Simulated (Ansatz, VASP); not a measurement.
## MgO in VASP and in Ansatz

INCAR

```
PREC = Accurate
ENCUT = 520
EDIFF = 1E-7
ISMEAR = 0
SIGMA = 0.02
LREAL = False
LASPH = True
NELM = 80
ALGO = Normal
ISIF = 2
LWAVE = False
LCHARG = True
GGA = PE
LELF = True
LVHAR = True
NBANDS = 11
```

File KPOINTS:

```
Automatic mesh
0
Gamma
  10 10 10
```

Contents of POSCAR:

```
MgO
1.0
    0.0000000000      2.1268522620      2.1268522620
    2.1268522620      0.0000000000      2.1268522620
    2.1268522620      2.1268522620      0.0000000000
Mg O
1 1
Direct
    0.0000000000      0.0000000000      0.0000000000
    0.5000000000      0.5000000000      0.5000000000
```

Input for Ansatz:

```yaml
crystal:
  lattice:
    - [0.0, 2.1268522619, 2.1268522619]
    - [2.1268522619, 0.0, 2.1268522619]
    - [2.1268522619, 2.1268522619, 0.0]
  atoms:
    - { symbol: Mg, position: [0.0, 0.0, 0.0] }
    - { symbol: O, position: [0.5, 0.5, 0.5] }
basis:
  ecutwfc: 420
kpoints:
  mp_grid: { grid: [10, 10, 10] }
  band_path:
    path:
      - [[0.0, 0.0, 0.0], [0.5, 0.0, 0.5], [0.625, 0.25, 0.625]]
      - [[0.375, 0.375, 0.75], [0.0, 0.0, 0.0], [0.5, 0.5, 0.5], [0.5, 0.25, 0.75], [0.5, 0.0, 0.5]]
    npoints: 14
hamiltonian:
  xc: pbe
scf:
  occupations: { method: gaussian, width: 0.02 }
  n_extra_bands: 6
output:
  forces: true
  stress: true
  eigenvalues: true
  populations: true
  dos: { projected: true, de: 0.02, nscf_kmesh: { grid: [15, 15, 15] } }
  bader: true
  write_density: true
  write_potential: true
  elf: true
  volumetric_format: npy
```

Alike in both runs: task single point; functional PBE; k mesh 10 × 10 × 10; occupations gaussian, width 0.02 eV; no spin polarisation.

|  | VASP | Ansatz |
| --- | --- | --- |
| version | VASP 6.6.1 | Ansatz 0.2.0 |
| potentials or method | VASP PAW PBE potentials, release 64 (Mg, O) | scalar-relativistic, plane waves, PAW |
| plane-wave cutoff (eV) | 520 | 420 |
| valence electrons in the cell | 8 | 16 |

|  | VASP | Ansatz | Ansatz less VASP |
| --- | --- | --- | --- |
| gap on the k mesh at the Fermi level (eV) | 4.44 | 4.46 | +0.017 |
| least direct gap on the mesh (eV) | 4.44 | 4.46 | +0.017 |
| pressure (GPa) | -0.7 | 0.0 | +0.73 |

The two sets of potentials don't hold the same shells in valence.
